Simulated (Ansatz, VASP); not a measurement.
**TiC: VASP beside Ansatz**

Contents of INCAR:

```
PREC = Accurate ; ENCUT = 520
EDIFF = 1E-8 ; ISMEAR = -1
SIGMA = 0.03 ; LREAL = False
LASPH = True ; NELM = 100
ALGO = Normal ; ISIF = 2
LWAVE = False ; LCHARG = False
GGA = PE ; LEFG = True
NBANDS = 15
```

KPOINTS

```
Automatic mesh
0
Gamma
  16 16 16
```

POSCAR

```
TiC
1.0
    0.0000000000      2.1640000000      2.1640000000
    2.1640000000      0.0000000000      2.1640000000
    2.1640000000      2.1640000000      0.0000000000
Ti C
1 1
Direct
    0.0000000000      0.0000000000      0.0000000000
    0.4884473198      0.5115526802      0.5115526802
```

Input for Ansatz:

```yaml
crystal:
  lattice:
    - [0.0, 2.164, 2.164]
    - [2.164, 0.0, 2.164]
    - [2.164, 2.164, 0.0]
  atoms:
    - { symbol: Ti, position: [0.0, 0.0, 0.0] }
    - { symbol: C, position: [0.4884473198, 0.5115526802, 0.5115526802] }
kpoints:
  mp_grid: { grid: [16, 16, 16] }
scf:
  occupations: { method: fermi_dirac, width: 0.03 }
hamiltonian:
  xc: pbe
  pseudopotentials: { kind: all_electron, datasets: crystal }
output:
  forces: true
  stress: true
  eigenvalues: true
  efg: { contact_densities: true }
```

Alike in both runs: task electric field gradients; functional PBE; k mesh 16 × 16 × 16; occupations fermi-dirac, width 0.03 eV; no spin polarisation.

|  | VASP | Ansatz |
| --- | --- | --- |
| version | VASP 6.6.1 | Ansatz 0.2.0 |
| potentials or method | VASP PAW PBE potentials, release 64 (Ti_sv, C) | all-electron PAW with datasets made for the crystal, scalar-relativistic |
| plane-wave cutoff (eV) | 520 | see its input |

|  | VASP | Ansatz | Ansatz less VASP |
| --- | --- | --- | --- |
| pressure (GPa) | 1.4 | 1.1 | -0.23 |
| largest component of the traceless stress (GPa) | 0.35 | 0.34 | -0.003 |
| rms of the force components (eV/Å) | 0.266 | 0.265 | -0.0005 |
| Vzz of the field gradient on the site that differs most (V/Å²) | -1.2 | -1.2 | -0.03 |

Atom by atom the forces differ by 0.001 eV/Å (rms over components). Ansatz ran all-electron here, so the differences hold the error of VASP's frozen core and of both bases.
